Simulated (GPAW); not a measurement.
# Fe (P6_3/mmc) in GPAW: single point with LDA

Aim: the single point of Fe with LDA.

All numbers are computed with GPAW 26.7.0; they aren't measurements. Logs are shortened: lines on timing, memory, paths and dates and some standing lists are left out, and cuts for length are marked. The log counts tension as positive stress, the text compression.

## (1) The crystal as given

The structure is hexagonal, space group P6_3/mmc (No. 194). Conventional cell: a = 2.434 Å, b = 2.434 Å, c = 3.842 Å, α = 90.00°, β = 90.00°, γ = 120.00°. Fe (site symmetry -6m2) has 12 Fe at 2.38 to 2.43 Å as nearest neighbours.

This isn't the form of Fe at room conditions, which is bcc.

## (2) Single point, LDA, collinear spin, ferromagnetic start

File run.py:

```python
from ase import Atoms
from ase.dft.bandgap import bandgap
from ase.io import write
from ase.units import GPa
from gpaw import GPAW, PW

atoms = Atoms(['Fe', 'Fe'],
              cell=[[2.4341575853, 0.0, 0.0],
                    [-1.2170787927, 2.1080423057, 0.0],
                    [0.0, 0.0, 3.84193447]],
              scaled_positions=[[0.6666666667, 0.3333333333, 0.75],
                                [0.3333333333, 0.6666666667, 0.25]],
              pbc=True)
atoms.set_initial_magnetic_moments([4.0, 4.0])

calc = GPAW(mode=PW(450),
            xc='LDA',
            kpts={'size': (10, 10, 6), 'gamma': True},
            occupations={'name': 'fermi-dirac', 'width': 0.05},
            nbands=19,
            maxiter=120,
            txt='gpaw.txt')
atoms.calc = calc
energy = atoms.get_potential_energy()
forces = atoms.get_forces()
stress = atoms.get_stress()
calc.write('gs.gpw')
write('result.traj', atoms)
print(f'Energy: {energy:.6f} eV')
print('Forces (eV/A):')
print(forces.round(4))
print('Stress (GPa):', (stress / GPa).round(3))
print('Moments:', calc.get_magnetic_moments().round(3))
print('Fermi level:', round(calc.get_fermi_level(), 4), 'eV')
print(f'Gap: {bandgap(calc)[0]:.4f} eV, direct: {bandgap(calc, direct=True)[0]:.4f} eV')
```

Potentials or basis: the program's PAW data sets (release 1.2.1) made for this functional, pw.

Command:

```bash
> OMP_NUM_THREADS=1 python run.py
```

gpaw.txt:

```text
__  _  _
 | _ |_)|_||  |
 |__||  | ||/\| - 26.7.0

Input parameters:
  mode=PW(ecut=450.00000000000006),
  kpts=MonkhorstPack(size=(10, 10, 6), gamma=True),
  maxiter=120,
  nbands=19,
  occupations=Occupations(name='fermi-dirac', width=0.05),
  xc=XC(name='LDA')

Diagonalizing LCAO Hamiltonian
Converting LCAO to pw mode

          Fe

        Fe

Atoms  # Å, Bohr magnetons
|   | symbol |         x |        y |        z |    initial magnetic moments |
|---|--------|-----------|----------|----------|-----------------------------|
| 0 |     Fe |  1.217079 | 0.702681 | 2.881451 | ( 0.0000,  0.0000,  4.0000) |
| 1 |     Fe | -0.000000 | 1.405362 | 0.960484 | ( 0.0000,  0.0000,  4.0000) |

Unit cell  # Å
| periodic |         x |        y |        z |  lengths |     angles |
|----------|-----------|----------|----------|----------|------------|
|      yes |  2.434158 | 0.000000 | 0.000000 | 2.434158 |  90.000000 |
|      yes | -1.217079 | 2.108042 | 0.000000 | 2.434158 |  90.000000 |
|      yes |  0.000000 | 0.000000 | 3.841934 | 3.841934 | 120.000000 |

Number of symmetries: 12
Symmetry operations  # r_c * U_cc + t_c -> r_c
|    | kind |            matrix            |
|----|------|------------------------------|
|  0 |  σ   |  1, 1, 0,  0,-1, 0,  0, 0, 1 |
|  1 |  S6  |  1, 1, 0, -1, 0, 0,  0, 0,-1 |
|  2 |  E   |  1, 0, 0,  0, 1, 0,  0, 0, 1 |
|  3 |  C2  |  1, 0, 0, -1,-1, 0,  0, 0,-1 |
|  4 |  C2  |  0, 1, 0,  1, 0, 0,  0, 0,-1 |
|  5 |  C3  |  0, 1, 0, -1,-1, 0,  0, 0, 1 |
|  6 |  S6  |  0,-1, 0,  1, 1, 0,  0, 0,-1 |
|  7 |  σ   |  0,-1, 0, -1, 0, 0,  0, 0, 1 |
|  8 |  σ   | -1, 0, 0,  1, 1, 0,  0, 0, 1 |
|  9 |  i   | -1, 0, 0,  0,-1, 0,  0, 0,-1 |
| 10 |  C3  | -1,-1, 0,  1, 0, 0,  0, 0, 1 |
| 11 |  C2  | -1,-1, 0,  0, 1, 0,  0, 0,-1 |

BZ-sampling:
  Number of BZ points: 600
  Number of IBZ points: 72

  Monkhorst-Pack size: [10, 10, 6]
  Monkhorst-Pack shift: [0.05, 0.05, 0.08333333333333333]

K-points  # in reciprocal-cell coordinates
|     |                                coordinates |     weight |
|-----|--------------------------------------------|------------|
|   0 | (  0.00000000,   0.00000000,   0.00000000) | 0.00166667 |
|   1 | (  0.00000000,   0.00000000,   0.16666667) | 0.00333333 |
|   2 | (  0.00000000,   0.00000000,   0.33333333) | 0.00333333 |
|   3 | (  0.00000000,   0.00000000,   0.50000000) | 0.00166667 |
|   4 | (  0.10000000,   0.00000000,  -0.33333333) | 0.01000000 |
|   5 | (  0.10000000,   0.00000000,  -0.16666667) | 0.01000000 |
|   6 | (  0.10000000,   0.00000000,   0.00000000) | 0.01000000 |
|   7 | (  0.10000000,   0.00000000,   0.16666667) | 0.01000000 |
|   8 | (  0.10000000,   0.00000000,   0.33333333) | 0.01000000 |
|   9 | (  0.10000000,   0.00000000,   0.50000000) | 0.01000000 |
| ... |                                            |            |
|  71 | (  0.50000000,   0.50000000,   0.50000000) | 0.00500000 |

Plane wave coefficients: 446
Cutoff: 450.00000000000006 eV

Spin-components: 2 (collinear spins)
Bands:           19
Projectors:      12
Spin-degeneracy: 1
Datatype:        complex128

Parallelization:
  kpt:    1
  domain: 1
  band:   1

Density:
  Valence electrons: 16.0
  Components: 2
  Grid points: [12 12 20]
  Charge: 0.0  # |e|

Potential:
  Grid points: [12 12 20]

species:
  Fe:
    name:    Iron
    Z:       26.0
    valence: 8
    core:    18
    charge:  0.0  # [|e|]
    compensation charges:
      type: gauss
      rc: 0.33  # [Å]
      lmax: 2
    cutoffs:
      filter: 2.06  # [Å]
      core: 2.67  # [Å]
    projectors
    | kind |    occ | energy [eV] | rcut [Å] |
    |------|--------|-------------|----------|
    |   4s |  2.000 |      -5.481 |    1.164 |
    |   4p |  0.000 |      -1.431 |    1.058 |
    |   3d |  6.000 |      -7.753 |    1.058 |
    |    s |        |      21.730 |    1.164 |
    |    p |        |      25.780 |    1.058 |
    |    d |        |      19.459 |    1.058 |

    Using partial waves for Fe as LCAO basis

Reference energy: -69115.878741  # eV

eigensolver:
  PPCG
  Converge bands: occupied
  niter=2

density mixing:
  MSR1-Mixer
  Pratt-step length: 0.05
  Maximum mixing coefficient: 0.75
  Old densities: 10
  SVD Regularization: 0.005
  Good broyden scale: 1.0
  Trust region scale: 1.0
  Backstep threshold: 4.0
  History deletion threshold: 6.0
  Fourier metric: weight=20.0, sigma=0.015

occupation numbers:
  Fermi-Dirac:
    width: 0.0500  # eV

poisson solver:
  ecut: 3600.0000000000005  # eV

xc functional:
  name: None

convergence criteria:
- Maximum [total energy] change in last 3 cyles: 0.0005 eV / valence electron
- Maximum integral of absolute [dens]ity change: 0.0001 electrons / valence electron
- Maximum integral of absolute [eigenst]ate change: 4e-08 eV^2 / valence electron
maximum number of iterations: 120

SCF iterations
|iter     | |      energy | eigst |  dens |  magmom |
|---------|-|-------------|-------|-------|---------|
|iter:   1| |  -18.494518 | +0.52 |       |  +8.0125|
|iter:   2| |  -18.559017 | -1.47 | -0.68 |  +7.8767|
|iter:   3| |  -19.213828 | -1.35 | -0.70 |  +5.7851|
|iter:   4| |  -19.781871 | -1.94 | -1.01 |  +4.0837|
|iter:   5| |  -20.226854 | -0.99 | -0.88 |  +1.2547|
|iter:   6| |  -19.173413 | -0.75 | -1.11 |  -5.7811|
|iter:   7| |  -18.609828 | -0.42 | -0.71 |  -7.5521|
|iter:   8| |  -20.194717 | -1.05 | -0.76 |  -2.7303|
|iter:   9| |  -20.416155 | -1.16 | -0.91 |  +1.2315|
|iter:  10| |  -20.446815 | -1.97 | -1.30 |  +0.2247|
|iter:  11| |  -20.438282 | -2.83 | -1.77 |  +0.1511|
|iter:  12| |  -20.437570 | -3.39 | -2.11 |  +0.0000|
|iter:  13| |  -20.437441c| -4.58 | -2.78 |  -0.0174|
|iter:  14| |  -20.437409c| -4.84 | -2.94 |  -0.0155|
|iter:  15| |  -20.437422c| -5.85 | -3.44 |  -0.0055|
|iter:  16| |  -20.437423c| -6.62 | -3.84 |  -0.0010|
|iter:  17| |  -20.437423c| -7.52c| -4.46c|  -0.0002|

Converged in 17 steps
Energy contributions relative to reference atoms: (reference = -69115.878741)

Energy contributions:
  Kinetic:           7.249362
  Coulomb:          -6.153767
  Zero:              0.291662
  External:          0.000000
  Xc:              -21.812898
  Entropy:          -0.023566
  Spinorbit:         0.000000
  ----------------------------
  Free energy:     -20.449206
  Extrapolated:    -20.437423

dipole moment: (-0.000012, -0.000021, -0.000038)  # |e|*Ang

Total magnetic moment: (0.000000, 0.000000, -0.000206)

Local magnetic moments
|        x |        y |         z |
|----------|----------|-----------|
| 0.000000 | 0.000000 | -0.000111 |  # Fe   0
| 0.000000 | 0.000000 | -0.000111 |  # Fe   1

Fermi level: 11.848
Eigenvalues  # (at kpt = [0.000, 0.000, 0.000])
| band index |      eig [eV] | occ [0-1] |      eig [eV] | occ [0-1] |
|------------|---------------|-----------|---------------|-----------|
|          0 |         2.646 |     1.000 |         2.646 |     1.000 |
|          1 |         6.640 |     1.000 |         6.640 |     1.000 |
|          2 |        10.082 |     1.000 |        10.082 |     1.000 |
|          3 |        10.082 |     1.000 |        10.082 |     1.000 |
|          4 |        10.222 |     1.000 |        10.221 |     1.000 |
|          5 |        10.585 |     1.000 |        10.585 |     1.000 |
[... 9 lines left out ...]
|         15 |        21.362 |     0.000 |        21.362 |     0.000 |
|         16 |        21.466 |     0.000 |        21.466 |     0.000 |
|        ... |               |           |               |           |
|         18 |        21.529 |     0.000 |        21.529 |     0.000 |

No gap
No difference between direct/indirect transitions

Forces  # eV/Ang
|        x |        y |        z |
|----------|----------|----------|
| -0.00000 |  0.00000 | -0.00005 |  # Fe   0
|  0.00000 | -0.00000 |  0.00005 |  # Fe   1

Stress tensor  # eV/Ang^3
|        x |        y |        z |
|----------|----------|----------|
| 0.072878 | 0.000000 | 0.000000 |
| 0.000000 | 0.072878 | 0.000000 |
| 0.000000 | 0.000000 | 0.083410 |

# Writing to gs.gpw (mode='')
```

stdout:

```text
Energy: -20.437423 eV
Forces (eV/A):
[[-0.  0. -0.]
 [ 0. -0.  0.]]
Stress (GPa): [11.676 11.676 13.364  0.     0.     0.   ]
Moments: [-0. -0.]
Fermi level: 11.8482 eV
Gap: 0.0000 eV, direct: 0.0000 eV
```

Wall time 40 s (1 thread of Arm Neoverse V1, shared host); peak memory 0.14 GiB.

Results:

* Free energy: -20.4492 eV
* Pressure: -12.2 GPa
* Band gap on the k mesh: none (metal or under the smearing width)
* Net moment: 0.00 μB per cell

Stress tensor (GPa, compression positive):
```
-11.68   0.00   0.00
  0.00 -11.68   0.00
  0.00   0.00 -13.36
```

Levels at points of the mesh, in eV from the Fermi level:
Spin up:
```tsv
k point	band 6	band 7	band 8	band 9	band 10	band 11
(0.00, 0.00, 0.00)	-1.26	-1.26	-0.91	-0.91	0.50	0.75
(0.00, 0.00, 0.50)	-1.90	-1.90	-1.90	0.34	0.34	0.34
(0.50, 0.50, 0.00)	-1.62	-1.15	0.86	1.11	1.15	2.79
(0.50, 0.50, 0.50)	-0.70	0.08	0.08	1.01	1.01	2.54
```
Spin down:
```csv
k point,band 4,band 5,band 6,band 7,band 8,band 9,band 10,band 11,band 12,band 13
"(0.00, 0.00, 0.00)",-1.77,-1.63,-1.26,-1.26,-0.91,-0.91,0.50,0.75,0.75,9.11
"(0.00, 0.00, 0.50)",-2.21,-1.90,-1.90,-1.90,-1.90,0.34,0.34,0.34,0.34,9.41
"(0.50, 0.50, 0.00)",-2.20,-2.09,-1.62,-1.15,0.86,1.11,1.15,2.79,4.99,9.42
"(0.50, 0.50, 0.50)",-3.34,-0.70,-0.70,0.08,0.08,1.01,1.01,2.54,2.54,9.45
```

Caveat: the cutoff is short for stress and forces, so pressures can be off by a GPa or more; the starting moments collapsed, and a magnetic state may lie lower.

## (3) For comparison

An earlier run on the cell as given: functional PBE; potentials or basis GPAW PAW data sets (gpaw-data 1.2.1); cutoff 600 eV; basis pw; k mesh 12 × 12 × 7; occupations fermi-dirac, width 0.05 eV; collinear spin, ferromagnetic start; starting moments [3.0, 3.0] μB.

- Pressure: 14.3 GPa
- Band gap on the k mesh: none (metal or under the smearing width)
- Net moment: 0.00 μB per cell
